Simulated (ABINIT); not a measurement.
## ZrC: single point with LDA-Teter

ZrC:

```
Zr C
1.0
     3.39148    0.00000    0.00000
    -1.69574    2.93710    0.00000
     0.00000    0.00000    5.29005
Zr C
2 2
Direct
  0.66667 0.33333 0.75000
  0.33333 0.66667 0.25000
  0.00000 0.00000 0.50000
  0.00000 0.00000 0.00000
```

The cell comes from a database or a generator and needn't be the stable form of this composition.

```json
{
  "Program": "ABINIT 10.8.3 (patched build)",
  "Task": "single point",
  "Functional": "LDA-Teter",
  "Potentials or basis": "PseudoDojo NC SR LDA v0.4.1 standard",
  "Cutoff": "1116 eV",
  "k mesh": "7 × 7 × 4",
  "Occupations": "fermi-dirac, width 0.05 eV",
  "Spin": "no spin polarisation"
}
```

```
Pressure                                              : -11.4 GPa
Band gap on the k mesh                                : none (metal or under the smearing width)
Valence electrons inside the program's atomic spheres : Zr 8.39; C 3.74
```

Stress tensor (GPa, compression positive):
```
-12.71   0.00   0.00
  0.00 -12.71   0.00
  0.00   0.00  -8.88
```

Levels at points of the mesh, in eV from the Fermi level:
| k point | band 14 | band 15 | band 16 | band 17 | band 18 | band 19 |
| --- | --- | --- | --- | --- | --- | --- |
| (0.00, 0.00, 0.00) | -1.06 | -1.06 | 0.94 | 1.24 | 1.24 | 1.64 |
| (0.00, 0.00, 0.50) | -2.40 | -2.40 | -2.40 | 3.39 | 3.39 | 3.39 |

Wall time 72 s on 1 thread of Arm Neoverse V2 (shared host), peak memory 0.1 GiB.
